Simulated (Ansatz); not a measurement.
Ideal-gas functions of trifluoromethane at 500 K and 1 bar, from an Ansatz frequency run at PBE0-D4/def2-TZVP.

Molar mass 70.01 g/mol, point group C3v (symmetry number 3), electronic degeneracy 1, moments of inertia 48.674, 48.675, 88.744 u Å². Harmonic wavenumbers (cm⁻¹, unscaled): 510, 510, 707, 1159, 1180, 1180, 1397, 1397, 3131.

Use S(trans) = R[1.5 ln M + 2.5 ln T − 1.1517]; rotational temperatures θ = 24.2544 K / I; S(rot) = R[ln(√π/σ · √(T³/θAθBθC)) + 1.5]; for each mode x = 1.438777 ν̃/T, S = R[x/(eˣ − 1) − ln(1 − e⁻ˣ)] and H = RT x/(eˣ − 1); 1 cm⁻¹ = 0.0119627 kJ/mol; R = 8.31446 J/(mol·K).

Task: By hand: the entropy, in J/(mol·K).

Result: Translation 172.6. Rotation: θ = 0.4983, 0.4983, 0.2733 K, giving 96.8. Vibration, mode by mode: 5.83, 5.83, 3.71, 1.33, 1.26, 1.26, 0.76, 0.76, 0.01, in all 20.8. Electronic 0.0. Sum 290.2 J/(mol·K).

Task: By hand: H − E and G − E in kJ/mol, counted from the electronic energy.

Result: Zero-point energy ½ × 11171 × 0.0119627 = 66.8; thermal vibration 7.0; translation, rotation and pV give 4 RT = 16.6. H − E = 90.4 kJ/mol, and G − E = 90.4 − 500 × 290.2/1000 = -54.7 kJ/mol.

Vibration gives 7 % of the entropy.
